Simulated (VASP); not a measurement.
## Se: electrostatic potential with revPBE+D3

Crystal: Se.

```
Se
1.0
     2.63497    0.00000    0.00000
     0.00000    2.63497    0.00000
     0.00000    0.00000    4.35487
Se
1
Direct
  0.50000 0.50000 0.00000
```

The cell was built by a generator and needn't be a form met in nature.

| Quantity | Value |
| --- | --- |
| Program | VASP 6.6.1 |
| Task | electrostatic potential |
| Functional | revPBE |
| Dispersion | D3 |
| Potentials or basis | VASP PAW PBE potentials, release 64 (Se) |
| Cutoff | 520 eV |
| k mesh | 7 × 7 × 5 |
| Occupations | gaussian, width 0.01 eV |
| Spin | spin-orbit coupling, no magnetisation |
| Further INCAR settings | ALGO = Fast; EDIFF = 1e-06 |

The pressure is -0.1 GPa, the valence electrons inside the program's atomic spheres are Se 3.70 and the dispersion energy per atom is -0.283 eV.

Stress tensor (GPa, compression positive):
```
 1.16  0.00  0.00
 0.00  1.16  0.00
 0.00  0.00 -2.67
```

Run time: 15 s on 1 thread of AMD EPYC 9R45 96-Core Processor (Zen 5), on a shared host, peak memory 0.17 GiB.

Caveat: the PAW data sets were made with another functional, which shifts forces and pressure a little.
